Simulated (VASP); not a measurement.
# AlAs (F-43m) in VASP: settings compared

One crystal, AlAs, is run at these levels: PBEsol, HSE06; tasks: single point.

Everything below comes from runs of VASP 6.6.1. Logs are shortened: lines on timing, memory, paths and dates and some standing lists are left out, and cuts for length are marked.

## Step 1: The crystal as given

It takes space group F-43m (No. 216, cubic). Conventional cell: a = 5.661 Å, b = 5.661 Å, c = 5.661 Å, α = 90.00°, β = 90.00°, γ = 90.00°. Around Al (site symmetry -43m) lie 4 As at 2.45 Å. As (site symmetry -43m) has 4 Al at 2.45 Å as nearest neighbours.

## Step 2: Single point, PBEsol, spin-orbit coupling, no magnetisation

Input file INCAR:

```
ALGO     = Normal         # electronic algorithm
EDIFF    = 1E-6           # SCF threshold, eV
ENCUT    = 520            # plane-wave cutoff, eV
GGA      = PS             # functional
GGA_COMPAT= F            
ISIF     = 2              # what is computed and relaxed
ISMEAR   = -1             # smearing method
KPAR     = 4            
LASPH    = T              # aspherical terms in the spheres
LCHARG   = F              # write CHGCAR
LORBIT   = 11             # projections on sites
LREAL    = F              # projectors in reciprocal space
LSORBIT  = T              # spin-orbit coupling
LWAVE    = F              # write WAVECAR
MAGMOM   = 0 0 0 0 0 0    # initial moments
NBANDS   = 20             # bands
NELM     = 60             # most SCF steps
PREC     = Accurate       # precision mode
SIGMA    = 0.02           # smearing width, eV
```

Input file KPOINTS:

```
k-points
0
Gamma
  7 7 7
```

Input file POSCAR:

```
AlAs
1.0
    0.0000000000      2.8304000000      2.8304000000
    2.8304000000      0.0000000000      2.8304000000
    2.8304000000      2.8304000000      0.0000000000
Al As
1 1
Direct
    0.0000000000      0.0000000000      0.0000000000
    0.2500000000      0.2500000000      0.2500000000
```

Potentials or basis: VASP PAW PBE potentials, release 64 (Al, As).

Started as:

```
$ cat potpaw_PBE.64/Al/POTCAR potpaw_PBE.64/As/POTCAR > POTCAR
$ mpirun -np 4 vasp_ncl > vasp.out
```

OUTCAR:

```text
EDIFF = 1E-6
   ENCUT = 520
   GGA = PS
   ISIF = 2
   ISMEAR = -1
   LASPH = T
   LORBIT = 11
   LREAL = F
   LSORBIT = T
   NELM = 60
   PREC = Accurate

 ion  position               nearest neighbor table
   1  0.000  0.000  0.000-   2 2.45   2 2.45   2 2.45   2 2.45
   2  0.250  0.250  0.250-   1 2.45   1 2.45   1 2.45   1 2.45

  LATTYP: Found a face centered cubic cell.
 ALAT       =     5.6608000000

  Lattice vectors:

 A1 = (   0.0000000000,   2.8304000000,   2.8304000000)
 A2 = (   2.8304000000,   0.0000000000,   2.8304000000)
 A3 = (   2.8304000000,   2.8304000000,   0.0000000000)

Analysis of symmetry for initial positions (statically):
=====================================================================
 Subroutine PRICEL returns:
 Original cell was already a primitive cell.

 Routine SETGRP: Setting up the symmetry group for a
 face centered cubic supercell.

 Subroutine GETGRP returns: Found 24 space group operations
 (whereof 24 operations were pure point group operations)
 out of a pool of 48 trial point group operations.

The static configuration has the point symmetry T_d .

Analysis of symmetry for dynamics (positions and initial velocities):
=====================================================================
 Subroutine PRICEL returns:
 Original cell was already a primitive cell.

 Routine SETGRP: Setting up the symmetry group for a
 face centered cubic supercell.

 Subroutine GETGRP returns: Found 24 space group operations
 (whereof 24 operations were pure point group operations)
 out of a pool of 48 trial point group operations.

The dynamic configuration has the point symmetry T_d .

Analysis of structural, dynamic, and magnetic symmetry:
=====================================================================
 Subroutine PRICEL returns:
 Original cell was already a primitive cell.

 Routine SETGRP: Setting up the symmetry group for a
 face centered cubic supercell.

 Subroutine GETGRP returns: Found 24 space group operations
 (whereof 24 operations were pure point group operations)
 out of a pool of 48 trial point group operations.

The overall configuration has the point symmetry T_d .

 Subroutine INISYM returns: Found 24 space group operations
 (whereof 24 operations are pure point group operations),
 and found     1 'primitive' translations

----------------------------------------------------------------------------------------

                                     Primitive cell

  volume of cell :      45.3496

  direct lattice vectors                    reciprocal lattice vectors
     0.000000000  2.830400000  2.830400000    -0.176653477  0.176653477  0.176653477
     2.830400000  0.000000000  2.830400000     0.176653477 -0.176653477  0.176653477
     2.830400000  2.830400000  0.000000000     0.176653477  0.176653477 -0.176653477

  length of vectors
     4.002790067  4.002790067  4.002790067     0.305972797  0.305972797  0.305972797

  position of ions in fractional coordinates (direct lattice)
     0.000000000  0.000000000  0.000000000
     0.250000000  0.250000000  0.250000000

  ion indices of the primitive-cell ions
   primitive index   ion index
                 1           1
                 2           2

----------------------------------------------------------------------------------------

 KPOINTS: k-points

Automatic generation of k-mesh.
 Grid dimensions read from file:
 generate k-points for:    7    7    7

 Generating k-lattice:

[... 73 lines left out ...]
   NUPDOWN=      -1.0000    fix difference up-down
   EMIN   =  10.00;   EMAX   =-10.00  energy-range for DOS
   EFERMI =   0.00;   METHOD = LEGACY
   ISMEAR =    -1;   SIGMA  =   0.02  broadening in eV -4-tet -1-fermi 0-gaus
   EFERMI_NEDOS =   21; number of points for ismear=-14 and -15
   IALGO  =     38    algorithm
   IMIX   =      4    mixing-type and parameters
     AMIX     =   0.40;   BMIX     =  1.00
     AMIX_MAG =   1.60;   BMIX_MAG =  1.00
  volume/ion in A,a.u.               =      22.67       153.02
  Fermi-wavevector in a.u.,A,eV,Ry     =   0.918150  1.735052 11.469706  0.843000
  Thomas-Fermi vector in A             =   2.043199
   LORBIT       =     11    0 simple, 1 ext, 2 COOP (PROOUT), +10 PAW based schemes
   GGA     = PS    functional components
   LHFCALC =     F    Hartree Fock is set to
   AEXX    =    0.0000 exact exchange contribution
   IVDW    =     0    specifies the selected vdW correction
   LEPSILON=     F    determine dielectric tensor
   LRPA    =     F    only Hartree local field effects (RPA)
  energy-cutoff  :      520.00
  volume of cell :       45.35
 maximum number of plane-waves:      2486
 NGX is ok and might be reduce to    30
   NGX = 15   NGY = 15   NGZ = 15

 number of electron       8.0000000 magnetization       0.0000000      0.0000000      0.0000000

 number of electron       8.0000000 magnetization      -0.0000000     -0.0000000     -0.0000000

 number of electron       8.0000000 magnetization       0.0000000     -0.0000000      0.0000000

 Free energy of the ion-electron system (eV)
  ---------------------------------------------------
  ext. energy  EPLUGINS =         0.00000000
  ---------------------------------------------------
  free energy    TOTEN  =       -10.07210463 eV

  energy without entropy =      -10.07210463  energy(sigma->0) =      -10.07210463

 E-fermi :   4.3020     XC(G=0):  -9.1950

 val. band max:        3.9006504891   @ k =   0.0000   0.0000   0.0000
 cond. band min:       5.2359220433   @ k =   0.4286   0.4286   0.0000
 fundamental gap:      1.3352715542
 Fermi energy:         4.3019935399

 k-point     1 :       0.0000    0.0000    0.0000
  band No.  band energies     occupation
      1      -8.0828      1.00000
      2      -8.0828      1.00000
      3       3.6049      1.00000
      4       3.6049      1.00000
      5       3.9007      1.00000
      6       3.9007      1.00000
[... 541 lines left out ...]
     19      15.9783      0.00000
     20      15.9783      0.00000

 [... further k-points ...]

------------------------ aborting loop because EDIFF is reached ----------------------------------------

  FORCE on cell =-STRESS in cart. coord.  units (eV):
  Direction    XX          YY          ZZ          XY          YZ          ZX
  --------------------------------------------------------------------------------------
  -------------------------------------------------------------------------------------
  Total        0.2384052      0.2384052      0.2384052     -0.0000000      0.0000000     -0.0000000
  in kB        8.4227304      8.4227304      8.4227304     -0.0000000      0.0000000     -0.0000000
  external PRESSURE =       8.4227304 kB  Pullay stress =       0.0000000 kB

 VOLUME and BASIS-vectors are now :
 -----------------------------------------------------------------------------
  energy-cutoff  :      520.00
  volume of cell :       45.35
      direct lattice vectors                 reciprocal lattice vectors
     0.000000000  2.830400000  2.830400000    -0.176653477  0.176653477  0.176653477
     2.830400000  0.000000000  2.830400000     0.176653477 -0.176653477  0.176653477
     2.830400000  2.830400000  0.000000000     0.176653477  0.176653477 -0.176653477

 POSITION                                       TOTAL-FORCE (eV/Angst)
 -----------------------------------------------------------------------------------
      0.00000      0.00000      0.00000         0.000000      0.000000      0.000000
      1.41520      1.41520      1.41520        -0.000000     -0.000000     -0.000000
 -----------------------------------------------------------------------------------
    total drift:                                0.000000      0.000000      0.000000

  FREE ENERGIE OF THE ION-ELECTRON SYSTEM (eV)
  ---------------------------------------------------
  free  energy   TOTEN  =       -10.0721046311 eV

  energy  without entropy=      -10.0721046311  energy(sigma->0) =      -10.07210463

 Spin-Orbit-Coupling matrix elements

 Ion:    1  E_soc:     -0.0001851
 l=   1
     0.0000000    -0.0000309    -0.0000309
    -0.0000309     0.0000000    -0.0000309
    -0.0000309    -0.0000309     0.0000000
 l=   2
     0.0000000     0.0000000     0.0000000     0.0000000     0.0000000
     0.0000000     0.0000000     0.0000000     0.0000000     0.0000000
     0.0000000     0.0000000     0.0000000     0.0000000     0.0000000
     0.0000000     0.0000000     0.0000000     0.0000000     0.0000000
     0.0000000     0.0000000     0.0000000     0.0000000     0.0000000
 l=   3
     0.0000000     0.0000000     0.0000000     0.0000000     0.0000000     0.0000000     0.0000000
     0.0000000     0.0000000     0.0000000     0.0000000     0.0000000     0.0000000     0.0000000
     0.0000000     0.0000000     0.0000000     0.0000000     0.0000000     0.0000000     0.0000000
     0.0000000     0.0000000     0.0000000     0.0000000     0.0000000     0.0000000     0.0000000
     0.0000000     0.0000000     0.0000000     0.0000000     0.0000000     0.0000000     0.0000000
     0.0000000     0.0000000     0.0000000     0.0000000     0.0000000     0.0000000     0.0000000
     0.0000000     0.0000000     0.0000000     0.0000000     0.0000000     0.0000000     0.0000000

 Ion:    2  E_soc:     -0.0228579
 l=   1
     0.0000000    -0.0038014    -0.0038014
    -0.0038014     0.0000000    -0.0038014
    -0.0038014    -0.0038014     0.0000000
 l=   2
     0.0000000    -0.0000040     0.0000000    -0.0000040    -0.0000043
    -0.0000040     0.0000000    -0.0000033    -0.0000040    -0.0000011
     0.0000000    -0.0000033     0.0000000    -0.0000033     0.0000000
    -0.0000040    -0.0000040    -0.0000033     0.0000000    -0.0000011
    -0.0000043    -0.0000011     0.0000000    -0.0000011     0.0000000
 l=   3
     0.0000000     0.0000000     0.0000000     0.0000000     0.0000000     0.0000000     0.0000000
     0.0000000     0.0000000     0.0000000     0.0000000     0.0000000     0.0000000     0.0000000
     0.0000000     0.0000000     0.0000000     0.0000000     0.0000000     0.0000000     0.0000000
     0.0000000     0.0000000     0.0000000     0.0000000     0.0000000     0.0000000     0.0000000
     0.0000000     0.0000000     0.0000000     0.0000000     0.0000000     0.0000000     0.0000000
     0.0000000     0.0000000     0.0000000     0.0000000     0.0000000     0.0000000     0.0000000
     0.0000000     0.0000000     0.0000000     0.0000000     0.0000000     0.0000000     0.0000000

 total charge

# of ion       s       p       d       tot
------------------------------------------
    1        0.402   0.368   0.000   0.771
    2        1.196   1.684   0.024   2.905
--------------------------------------------------
tot          1.599   2.052   0.024   3.676

 magnetization (x)

# of ion       s       p       d       tot
------------------------------------------
    1       -0.000   0.000   0.000  -0.000
    2        0.000   0.000  -0.000   0.000
--------------------------------------------------
tot         -0.000   0.000  -0.000  -0.000

 magnetization (y)

# of ion       s       p       d       tot
------------------------------------------
    1        0.000   0.000   0.000   0.000
    2        0.000   0.000   0.000   0.000
--------------------------------------------------
tot          0.000   0.000   0.000   0.000

 magnetization (z)

# of ion       s       p       d       tot
------------------------------------------
    1       -0.000  -0.000   0.000  -0.000
    2        0.000   0.000   0.000   0.000
--------------------------------------------------
tot         -0.000  -0.000   0.000  -0.000
```

Wall time 20 s (4 MPI ranks of Intel Xeon 6975P-C (Granite Rapids), shared host); peak memory 0.27 GiB.

Results:

| Quantity | Value |
| --- | --- |
| Free energy | -10.0721 eV |
| Pressure | 0.8 GPa |
| Valence electrons inside the program's atomic spheres | Al 0.77; As 2.90 |

Caveat: the PAW data sets were made with another functional, which shifts forces and pressure a little.

## Step 3: Single point, HSE06

POSCAR is that of step 2.

Input file INCAR.step1:

```
ALGO     = Normal         # electronic algorithm
EDIFF    = 1E-5           # SCF threshold, eV
ENCUT    = 520            # plane-wave cutoff, eV
GGA      = PE             # functional
ISIF     = 2              # what is computed and relaxed
ISMEAR   = -1             # smearing method
KPAR     = 4            
LASPH    = T              # aspherical terms in the spheres
LCHARG   = F              # write CHGCAR
LREAL    = F              # projectors in reciprocal space
LWAVE    = T              # write WAVECAR
NBANDS   = 11             # bands
NELM     = 60             # most SCF steps
PREC     = Accurate       # precision mode
SIGMA    = 0.02           # smearing width, eV
```

Input file INCAR.step2:

```
ALGO     = Normal         # electronic algorithm
EDIFF    = 1E-6           # SCF threshold, eV
ENCUT    = 520            # plane-wave cutoff, eV
GGA      = PE             # functional
HFSCREEN = 0.2            # screening, 1/A
ISIF     = 2              # what is computed and relaxed
ISMEAR   = -1             # smearing method
ISTART   = 1            
KPAR     = 4            
LASPH    = T              # aspherical terms in the spheres
LCHARG   = F              # write CHGCAR
LHFCALC  = T              # exact exchange
LREAL    = F              # projectors in reciprocal space
LWAVE    = F              # write WAVECAR
NBANDS   = 11             # bands
NELM     = 60             # most SCF steps
PREC     = Accurate       # precision mode
PRECFOCK = Fast         
SIGMA    = 0.02           # smearing width, eV
```

Input file KPOINTS:

```
k-points
0
Gamma
  5 5 5
```

Potentials or basis: VASP PAW PBE potentials, release 64 (Al, As).

Started as:

```
$ cat potpaw_PBE.64/Al/POTCAR potpaw_PBE.64/As/POTCAR > POTCAR
$ cp INCAR.step1 INCAR
$ mpirun -np 4 vasp_std > vasp.out
$ cp INCAR.step2 INCAR
$ mpirun -np 4 vasp_std > vasp.out
```

OUTCAR:

```text
EDIFF = 1E-6
   ENCUT = 520
   GGA = PE
   HFSCREEN = 0.2
   ISIF = 2
   ISMEAR = -1
   ISTART = 1
   LASPH = T
   LHFCALC = T
   LREAL = F
   NELM = 60
   PREC = Accurate
   PRECFOCK = Fast

 ion  position               nearest neighbor table
   1  0.000  0.000  0.000-   2 2.45   2 2.45   2 2.45   2 2.45
   2  0.250  0.250  0.250-   1 2.45   1 2.45   1 2.45   1 2.45

  LATTYP: Found a face centered cubic cell.
 ALAT       =     5.6608000000

  Lattice vectors:

 A1 = (   0.0000000000,   2.8304000000,   2.8304000000)
 A2 = (   2.8304000000,   0.0000000000,   2.8304000000)
 A3 = (   2.8304000000,   2.8304000000,   0.0000000000)

Analysis of symmetry for initial positions (statically):
=====================================================================
 Subroutine PRICEL returns:
 Original cell was already a primitive cell.

 Routine SETGRP: Setting up the symmetry group for a
 face centered cubic supercell.
[... 165 lines left out ...]
 fundamental gap:      2.3330515788
 Fermi energy:         3.8891315214

 k-point     1 :       0.0000    0.0000    0.0000
  band No.  band energies     occupation
      1      -9.6605      2.00000
      2       3.4227      2.00000
      3       3.4227      2.00000
      4       3.4227      2.00000
      5       6.3812      0.00000
      6       8.5906      0.00000
      7       8.5906      0.00000
      8       8.5906      0.00000
      9      13.3326      0.00000
     10      13.5324      0.00000
     11      13.5324      0.00000
[... 113 lines left out ...]
 k-point    10 :      -0.4000    0.4000    0.2000
  band No.  band energies     occupation
      1      -7.6072      2.00000
      2      -2.0577      2.00000
      3       0.0323      2.00000
      4       1.0321      2.00000
      5       8.1149      0.00000
      6       9.2398      0.00000
      7       9.6336      0.00000
      8      13.0026      0.00000
      9      13.8190      0.00000
     10      15.4318      0.00000
     11      18.7147      0.00000

------------------------ aborting loop because EDIFF is reached ----------------------------------------

  FORCE on cell =-STRESS in cart. coord.  units (eV):
  Direction    XX          YY          ZZ          XY          YZ          ZX
  --------------------------------------------------------------------------------------
  -------------------------------------------------------------------------------------
  Total        0.1996149      0.1996149      0.1996149      0.0000000      0.0000000     -0.0000000
  in kB        7.0522886      7.0522886      7.0522886      0.0000000      0.0000000     -0.0000000
  external PRESSURE =       7.0522886 kB  Pullay stress =       0.0000000 kB

 VOLUME and BASIS-vectors are now :
 -----------------------------------------------------------------------------
  energy-cutoff  :      520.00
  volume of cell :       45.35
      direct lattice vectors                 reciprocal lattice vectors
     0.000000000  2.830400000  2.830400000    -0.176653477  0.176653477  0.176653477
     2.830400000  0.000000000  2.830400000     0.176653477 -0.176653477  0.176653477
     2.830400000  2.830400000  0.000000000     0.176653477  0.176653477 -0.176653477

 POSITION                                       TOTAL-FORCE (eV/Angst)
 -----------------------------------------------------------------------------------
      0.00000      0.00000      0.00000        -0.000000     -0.000000     -0.000000
      1.41520      1.41520      1.41520         0.000000      0.000000      0.000000
 -----------------------------------------------------------------------------------
    total drift:                                0.000000     -0.000000     -0.000000

  FREE ENERGIE OF THE ION-ELECTRON SYSTEM (eV)
  ---------------------------------------------------
  free  energy   TOTEN  =       -10.9735735699 eV

  energy  without entropy=      -10.9735735699  energy(sigma->0) =      -10.97357357
```

OUTCAR.step1:

```text
EDIFF = 1E-5
   ENCUT = 520
   GGA = PE
   ISIF = 2
   ISMEAR = -1
[... 345 lines left out ...]
 -----------------------------------------------------------------------------------
      0.00000      0.00000      0.00000        -0.000000      0.000000     -0.000000
      1.41520      1.41520      1.41520         0.000000     -0.000000      0.000000
 -----------------------------------------------------------------------------------
    total drift:                               -0.000000     -0.000000     -0.000000

  FREE ENERGIE OF THE ION-ELECTRON SYSTEM (eV)
  ---------------------------------------------------
  free  energy   TOTEN  =        -9.3389882916 eV

  energy  without entropy=       -9.3389882916  energy(sigma->0) =       -9.33898829
```

Run time: 37 s. Hardware: 4 MPI ranks of Intel Xeon 6975P-C (Granite Rapids), shared host; peak memory 0.25 GiB.

What came out:

| Item | Value |
| --- | --- |
| Free energy | -10.9736 eV |
| Pressure | 0.7 GPa |
| Band gap on the k mesh | 2.33 eV, indirect (least direct gap 2.96 eV) |

Levels at points of the mesh, in eV from the valence-band top:
```
           k point  band 1  band 2  band 3  band 4  band 5  band 6  band 7  band 8  band 9
(0.00, 0.00, 0.00)  -13.08    0.00    0.00    0.00    2.96    5.17    5.17    5.17    9.91
```

Caveat: the PAW data sets were made with another functional, which shifts forces and pressure a little; an odd mesh through Γ misses points on the zone boundary, where band edges often lie.
